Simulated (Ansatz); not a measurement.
The system is Bi2Se3 (Paraguanajuatite).

```
CELL_PARAMETERS angstrom
2.07150 1.19598 9.54533
-2.07150 1.19598 9.54533
0.00000 -2.39196 9.54533
ATOMIC_POSITIONS crystal
Bi 0.59920 0.59920 0.59920
Bi 0.40080 0.40080 0.40080
Se 0.78830 0.78830 0.78830
Se 0.21170 0.21170 0.21170
Se 0.00000 0.00000 0.00000
```

Program: Ansatz 0.2.0. Alike in all runs: cell as given; cutoff (eV) 420; smearing fermi-dirac 0.05 eV.

Order these runs on this cell by their pressure, lowest first.
A. level PBEsol; potentials or basis Ansatz PAW; spin SOC, no magnetisation; k mesh 8 × 8 × 8; points for each segment of the path 14
B. level PBE; potentials or basis Ansatz PAW polarizable; spin off; k mesh 8 × 8 × 8; points for each segment of the path 14
C. level BLYP; potentials or basis Ansatz PAW; spin off; k mesh 8 × 8 × 8
D. level LDA; potentials or basis Ansatz PAW; spin SOC, no magnetisation; k mesh 6 × 6 × 6; points for each segment of the path 14
E. level RPBE; potentials or basis Ansatz PAW; spin off; k mesh 8 × 8 × 8

D (-1.5 GPa), A (0.0 GPa), B (2.5 GPa), E (4.2 GPa), C (6.3 GPa).

Caveats: the PAW data sets come from PBE, with cores solved anew for the run's functional, which leaves a small shift of forces and pressure (some runs); the potentials were made for another functional, which shifts forces and pressure (some runs); the density of states is complete only up to the lowest level of the last band computed (some runs).

Not every run made on this cell is shown here.
